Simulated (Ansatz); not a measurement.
**SiO$_{2}$: pressure against volume, fitted**

```yaml
crystal:
  lattice:
    - [-2.37405, 2.37405, 3.74400]
    - [2.37405, -2.37405, 3.74400]
    - [2.37405, 2.37405, -3.74400]
  atoms:
    - { symbol: Si, position: [0.00000, 0.00000, 0.00000] }
    - { symbol: Si, position: [0.75000, 0.25000, 0.50000] }
    - { symbol: O, position: [0.99838, 0.62500, 0.87338] }
    - { symbol: O, position: [0.37500, 0.24838, 0.37338] }
    - { symbol: O, position: [0.75162, 0.12500, 0.12662] }
    - { symbol: O, position: [0.87500, 0.00162, 0.62662] }
```

Atom numbers follow the list: Si1, Si2, O3, O4, O5, O6.

The cell is COD entry 9006285, as deposited and not checked against the literature; nothing was relaxed.

Level of theory: Ansatz 0.2.0, DFT, PBEsol, all-electron LAPW, scalar-relativistic.

Sampling and basis: a Γ-centred 7×7×7 k mesh, Fermi–Dirac smearing of 0.03 eV, basis error target 1 meV/atom, no spin polarisation.

The cell is scaled evenly. Fractional coordinates are held (clamped ions).

```tsv
V (Å³/atom)	P (GPa)
13.505	8.56
13.786	4.59
13.927	2.76
14.068	1.01
14.208	-0.65
14.349	-2.23
14.630	-5.15
14.912	-7.79
```

Problem. Fit a third-order Birch–Murnaghan curve to the pressures.

Solution. P = (3B0/2)(y^(7/2) − y^(5/2))[1 + (3/4)(B0′ − 4)(y − 1)] with y = (V0/V)^(2/3) fits within 0.01 GPa for V0 = 14.152 Å³/atom, B0 = 166.0 GPa and B0′ = 4.12.

Problem. Predict the pressure at the withheld volume, 13.224 Å³/atom.

Solution. There y = 1.0463, so the fit gives 12.96 GPa; the run gave 12.95 GPa.
